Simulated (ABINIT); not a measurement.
Input of an ABINIT 10.8.3 (patched build) run:

run.abi

```
# Datasets: ground state, then fixed potential
ndtset 2

# Pseudopotentials
pp_dirpath "./"
pseudos "Bi.LDA_PW-JTH.xml"

# Structure
acell 3*1.0
rprim
    -3.7443610401     3.7443610401     3.7443610401
     3.7443610401    -3.7443610401     3.7443610401
     3.7443610401     3.7443610401    -3.7443610401
ntypat 1
znucl 83
natom 1
typat 1
xcart
     0.0000000000     0.0000000000     0.0000000000

# Plane-wave basis
ecut 18.0
pawecutdg 36.0

# Exchange and correlation
ixc -497498
usekden 1
pawxcdev 0

# Bands and occupations
occopt 3
tsmear 0.05 eV

# SCF cycle
nstep 100

# Output
iomode 3
prtwf 0
prteig 0
prtebands 0
prtden1 1
prtkden1 1

# Dataset 1
kptopt1 1
ngkpt1 9 9 9
nshiftk1 1
shiftk1 0.0 0.0 0.0
nband1 12
tolvrs1 1.0e-7

# Dataset 2: bands along G-H-N-G-P-H
iscf2 -2
getden2 1
getkden2 1
nband2 18
nbdbuf2 4
tolwfr2 1.0e-11
kptopt2 -5
ndivsm2 5
prteig2 1
prtvol2 -3
kptbounds2
     0.0000000000     0.0000000000     0.0000000000
     0.5000000000    -0.5000000000     0.5000000000
     0.0000000000     0.0000000000     0.5000000000
     0.0000000000     0.0000000000     0.0000000000
     0.2500000000     0.2500000000     0.2500000000
     0.5000000000    -0.5000000000     0.5000000000
```

Potentials or basis: JTH PAW LDA v2.0.

The run is started by

```sh
$ abinit run.abi > log 2>&1
```

Predict the band gap on the k mesh.

none (metal or under the smearing width).

Levels at the corners of the path, in eV from the Fermi level:
| point | band 4 | band 5 | band 6 | band 7 | band 8 | band 9 | band 10 | band 11 |
| --- | --- | --- | --- | --- | --- | --- | --- | --- |
| Γ | -23.76 | -23.76 | -14.25 | 5.27 | 5.27 | 5.27 | 10.04 | 11.15 |
| H | -23.69 | -23.69 | -8.68 | -2.08 | -2.08 | -2.08 | 3.93 | 3.93 |
| N | -23.77 | -23.67 | -10.99 | -5.40 | 1.47 | 3.62 | 6.48 | 7.91 |
| Γ | -23.76 | -23.76 | -14.25 | 5.27 | 5.27 | 5.27 | 10.04 | 11.15 |
| P | -23.77 | -23.77 | -10.43 | -2.50 | -2.50 | -2.50 | 15.93 | 15.93 |
| H | -23.69 | -23.69 | -8.68 | -2.08 | -2.08 | -2.08 | 3.93 | 3.93 |

Caveat: spin-orbit coupling is left out, which moves the levels of the heavy elements.
